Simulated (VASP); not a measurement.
CeO: single point with PBEsol+U

The system is CeO.

```
CELL_PARAMETERS angstrom
0.00000 2.63318 2.63318
2.63318 0.00000 2.63318
5.26637 5.26637 0.00000
ATOMIC_POSITIONS crystal
Ce 0.00000 0.00000 0.00000
Ce 0.00000 0.00000 0.50000
O 0.25000 0.25000 0.12500
O 0.25000 0.25000 0.62500
```

The cell comes from a database or a generator and needn't be the stable form of this composition.

```yaml
Program: VASP 6.6.1
Task: single point
Functional: PBEsol
Potentials_or_basis: VASP PAW PBE potentials, release 64 (Ce, O)
Cutoff: 520 eV
k_mesh: 6 × 6 × 6
Occupations: gaussian, width 0.05 eV
Spin: collinear spin, ferrimagnetic start
Starting_moments: "[1.0, -0.5, 0.0, 0.0] μB"
Hubbard_terms: Ce f U = 5 eV
Supercell_matrix: "[1, 0, 0, 0, 1, 0, 0, 0, 2]"
Further_INCAR_settings: ALGO = Normal; EDIFF = 1e-06; NBANDS = 30
```

The pressure is 19.7 GPa. The band gap on the k mesh is none (metal or under the smearing width). The net moment is 1.95 μB per cell and the site moments are Ce +1.06, +0.81; O -0.03, -0.04 μB. The valence electrons inside the program's atomic spheres are Ce 9.84, 9.83; O 5.04.

Levels at points of the mesh, in eV from the Fermi level:
Spin up:
```
           k point  band 17  band 18  band 19  band 20  band 21  band 22
(0.00, 0.00, 0.00)    -3.25    -2.23    -0.58     0.60     1.54     1.61
(0.50, 0.00, 0.00)    -2.44    -2.25    -0.59     0.66     0.84     1.57
(0.00, 0.00, 0.50)    -2.85    -2.41     0.26     0.82     1.32     1.32
(0.50, 0.00, 0.50)    -2.28    -2.09    -0.52    -0.03     0.75     1.02
```
Spin down:
| k point | band 13 | band 14 | band 15 | band 16 | band 17 | band 18 | band 19 | band 20 | band 21 | band 22 |
| --- | --- | --- | --- | --- | --- | --- | --- | --- | --- | --- |
| (0.00, 0.00, 0.00) | -6.82 | -6.16 | -6.16 | -5.20 | -1.71 | 0.25 | 1.86 | 1.94 | 1.94 | 2.30 |
| (0.50, 0.00, 0.00) | -6.16 | -5.20 | -4.84 | -4.84 | -0.35 | 0.23 | 0.41 | 1.86 | 1.94 | 1.95 |
| (0.00, 0.00, 0.50) | -6.44 | -6.44 | -6.35 | -6.30 | -0.45 | 0.13 | 1.64 | 1.64 | 1.75 | 1.75 |
| (0.50, 0.00, 0.50) | -5.52 | -5.48 | -5.27 | -5.23 | -0.30 | 0.14 | 0.56 | 0.80 | 2.31 | 2.38 |

Eigenvalues of the final occupation matrices:
```csv
site,spin,trace,eigenvalues
site 1 f,1,1.00,0.01 0.01 0.01 0.01 0.02 0.02 0.92
site 1 f,2,0.09,0.01 0.01 0.01 0.01 0.01 0.01 0.03
site 2 f,1,0.98,0.01 0.01 0.01 0.01 0.01 0.01 0.91
site 2 f,2,0.12,0.01 0.01 0.01 0.01 0.02 0.02 0.05
```

It took 3.2 min on 1 thread of Intel(R) Xeon(R) 6975P-C (Granite Rapids) (shared host), peak memory 0.31 GiB.

Caveat: the magnetic or orbital state may not be the lowest; the PAW data sets were made with another functional, which shifts forces and pressure a little; spin-orbit coupling is left out, which moves the levels of the heavy elements. The state reached can hang on the start; a lower one may exist.
